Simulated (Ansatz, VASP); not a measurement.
## MgB2 in VASP and in Ansatz

```
Mg B
1.0
     3.08500    0.00000    0.00000
    -1.54250    2.67169    0.00000
     0.00000    0.00000    3.45254
Mg B
1 2
Direct
  0.00000 0.00000 0.00000
  0.33333 0.66667 0.50000
  0.66667 0.33333 0.50000
```

Change from the starting cell: zz strain of -2 %.

Alike in both runs: task single point; functional LDA; k mesh 12 × 12 × 9; occupations fermi-dirac, width 0.05 eV; no spin polarisation.

```csv
,VASP,Ansatz
version,VASP 6.6.1,Ansatz 0.2.0
potentials or method,"VASP PAW LDA potentials, release 64 (Mg, B), cutoff 520 eV","all-electron LAPW, scalar-relativistic"
```

Ansatz gave:

| Property | Result |
| --- | --- |
| pressure (GPa) | -5.6 |
| largest component of the traceless stress (GPa) | 4.30 |

Estimate VASP's values.

pressure (GPa): -6.2; largest component of the traceless stress (GPa): 4.18.

Ansatz ran all-electron here, so the differences hold the error of VASP's frozen core and of both bases.
